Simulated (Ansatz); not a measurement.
# Germanium, A15 under revPBE: relaxation and energy

What does revPBE give for germanium in the A15 structure? We relax it, then solve it on a dense k-mesh. Spin polarisation is left out. The k-meshes are 5×5×5 for the relaxation; 6×6×6 for the dense run.

Method: DFT revPBE, plane waves (420 eV) with PAW, scalar-relativistic; PAW files made under PBE, frozen cores solved again for the functional, in Ansatz 0.2.0.

## (1) The structure to begin with

The structure is cubic, space group Pm-3n (No. 223). The conventional cell has a = 5.359 Å, b = 5.359 Å, c = 5.359 Å, α = 90.00°, β = 90.00°, γ = 90.00°. Ge (site symmetry m-3) is surrounded by 12 Ge at 3.00 Å. Ge (site symmetry -4m2) is surrounded by 6 Ge at 2.68 to 3.00 Å.

Coordinates:

```xyz
8
Lattice="5.3590 0.0000 0.0000 0.0000 5.3590 0.0000 0.0000 0.0000 5.3590" Properties=species:S:1:pos:R:3 pbc="T T T"
Ge    0.0000    0.0000    0.0000
Ge    2.6795    2.6795    2.6795
Ge    1.3398    0.0000    2.6795
Ge    4.0193    0.0000    2.6795
Ge    2.6795    1.3398    0.0000
Ge    2.6795    4.0193    0.0000
Ge    0.0000    2.6795    1.3398
Ge    0.0000    2.6795    4.0193
```

## (2) Relaxation of the cell

Contents of input.yaml:

```yaml
crystal:
  lattice:
    - [5.3590374343, 0.0, 0.0]
    - [0.0, 5.3590374343, 0.0]
    - [0.0, 0.0, 5.3590374343]
  atoms:
    - { symbol: Ge, position: [0.0, 0.0, 0.0] }
    - { symbol: Ge, position: [0.5, 0.5, 0.5] }
    - { symbol: Ge, position: [0.25, 0.0, 0.5] }
    - { symbol: Ge, position: [0.75, 0.0, 0.5] }
    - { symbol: Ge, position: [0.5, 0.25, 0.0] }
    - { symbol: Ge, position: [0.5, 0.75, 0.0] }
    - { symbol: Ge, position: [0.0, 0.5, 0.25] }
    - { symbol: Ge, position: [0.0, 0.5, 0.75] }
hamiltonian:
  xc: revpbe
  pseudopotentials:
    kind: paw
    azcp:
      Ge: "pseudopotentials/Ge.paw.azcp"
basis:
  ecutwfc: 420
  fft_grid_basis: typed
kpoints:
  mp_grid: { grid: [5, 5, 5], shift: [0, 0, 0] }
magnetization:
  spin_polarized: false
scf:
  occupations: { method: fermi_dirac, width: 0.1 }
relax:
  max_steps: 60
  f_tol: 0.01
  cell: {}
```

The run is started by

```console
$ ansatz run input.yaml --threads 4 --pin off --max-ram 8192MiB --backend cpu --events-out ev --progress --plain --runs-dir out
```

Further steps of the session: Dense single point.

**Question.** What will these runs give? Wanted: space group; conventional cell; volume; shortest distance; gap on the mesh; relative to diamond; highest ELF outside the cores.

**Answer**, as computed:

| quantity | value |
| --- | --- |
| space group (spins left aside) | Pm-3n (No. 223) |
| conventional cell | a = 5.455 Å |
| volume | 20.286 Å³/atom |
| shortest distance | 2.727 Å |
| gap on the mesh | none (levels filled in part) |
| relative to diamond | +399 meV/atom |
| highest ELF outside the cores | 0.50, 1.36 Å from the nearest atom |

In words: The relaxation enlarged the cell by 5.4 % in volume. Against the reference form of germanium (diamond, computed apart with the same settings) it stands 399 meV/atom higher. No gap shows: it is a metal or semimetal at this level. The symmetry was held, so the structure may be unstable against distortions that break it.
